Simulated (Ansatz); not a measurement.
Random displacements in C

Method: DFT LDA, scalar-relativistic, plane waves, PAW in Ansatz. Settings: plane waves to 420 eV, k-mesh 8×8×8 (Γ-centred), Gaussian smearing 0.05 eV. No spin polarisation. Energies are free energies at this smearing, counted from the undisturbed cell; pressure is positive in compression.

The starting cell (relaxed at this level; this bcc form isn't the usual structure):

```
C
1.0
    -2.41040    2.41040    2.41040
     2.41040   -2.41040    2.41040
     2.41040    2.41040   -2.41040
C
8
Direct
  0.32547 0.00000 0.00000
  0.67453 0.67453 0.67453
  0.00000 0.32547 0.00000
  0.00000 0.00000 0.32547
  0.00000 0.67453 0.00000
  0.32547 0.32547 0.32547
  0.67453 0.00000 0.00000
  0.00000 0.00000 0.67453
```

The atoms are displaced (Å, in the unstrained cell):

| atom | ux | uy | uz |
| --- | --- | --- | --- |
| C1 | 0.009 | -0.362 | 0.507 |
| C2 | 0.102 | 0.361 | -0.400 |
| C3 | 0.013 | 0.201 | 0.090 |
| C4 | -0.147 | -0.380 | -0.242 |
| C5 | 0.010 | -0.175 | -0.069 |
| C6 | 0.021 | 0.284 | -0.193 |
| C7 | 0.064 | -0.121 | 0.182 |
| C8 | -0.073 | 0.193 | 0.124 |

Strain (Voigt, engineering shear): (-0.0053, -0.0156, 0.0023, 0.0022, 0.0204, -0.0072).

What are the energy change, the stress and the forces?

ΔE = 2120.0 meV/atom; stress (xx, yy, zz, yz, xz, xy; compression positive) (10.08, 170.05, 64.27, 63.10, -4.61, -1.27) GPa.
```
atom Fx (eV/Å) Fy Fz
  C1       0.47   31.06    9.48
  C2      -2.07  -31.42  -10.39
  C3      -0.38   -3.08   -1.09
  C4       4.25   10.71    1.07
  C5      -4.03   30.76    2.69
  C6       0.48   -4.67    3.59
  C7       0.68   -2.98   -0.43
  C8       0.60  -30.39   -4.92
```

Cost: 1 run of about 0.19 core-minutes, on AMD EPYC 9R45 (Zen 5) (shared hosts).